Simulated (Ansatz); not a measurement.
**Convergence notes, G0W0 on CsI (CsCl type)**

CsI in the CsCl structure, relaxed with r2SCAN; one-shot G0W0 in Ansatz without spin-orbit coupling. Calculated for a static, non-magnetic cell.

```
CELL_PARAMETERS angstrom
4.60814 0.00000 0.00000
0.00000 4.60814 0.00000
0.00000 0.00000 4.60814
ATOMIC_POSITIONS crystal
Cs 0.00000 0.00000 0.00000
I 0.50000 0.50000 0.50000
```

Gaps are read over the mesh points alone. G0W0 values are finite-basis, finite-mesh values.
```tsv
start	potentials	frequency model	mesh	empty bands	screening cutoff (eV)	Kohn-Sham gap (eV)	G0W0 gap (eV)	rough cost
PBE	PAW	contour deformation	4×4×4	368	140	3.80	5.74	4 core-minutes
PBE	PAW	contour deformation	4×4×4	676	210	3.80	5.78	16 core-minutes
HSE06	PAW	contour deformation	4×4×4	368	140	4.79	6.20	10 core-minutes
LDA	PAW	contour deformation	4×4×4	368	140	3.44	5.57	4 core-minutes
r2SCAN	PAW	contour deformation	4×4×4	368	140	4.52	6.09	4 core-minutes
PBE	PAW	Godby-Needs pole	4×4×4	368	140	3.80	5.72	6 core-minutes
PBE	PAW	contour deformation	4×4×4	158	80	3.80	5.60	50 core-seconds
PBE	norm-conserving	contour deformation	4×4×4	368	140	3.80	5.62	5 core-minutes
```

G0W0 moves the gap on the mesh from 3.80 eV (PBE) to 5.78 eV (M to Γ). Renormalisation factors Z lie between 0.79 and 0.84.

Raising bands and cutoff together moves the gap by +0.14 eV (80 to 140 eV), then +0.04 eV (140 to 210 eV); the last step is still large, so the basis limit isn't reached. Starting from HSE06 (4.79 eV against PBE's 3.80 eV) gives 6.20 eV, +0.46 eV from G0W0@PBE at the same screening cutoff. Starting from LDA (3.44 eV against PBE's 3.80 eV) gives 5.57 eV, -0.17 eV from G0W0@PBE at the same screening cutoff. Starting from r2SCAN (4.52 eV against PBE's 3.80 eV) gives 6.09 eV, +0.35 eV from G0W0@PBE at the same screening cutoff. The Godby-Needs plasmon pole differs from contour deformation by -0.02 eV. Norm-conserving potentials (wave cutoff 952 eV against 420 eV) shift the quasiparticle gap by -0.12 eV and the PBE gap by 0.00 eV. r2SCAN runs take a wave cutoff of 500 eV.
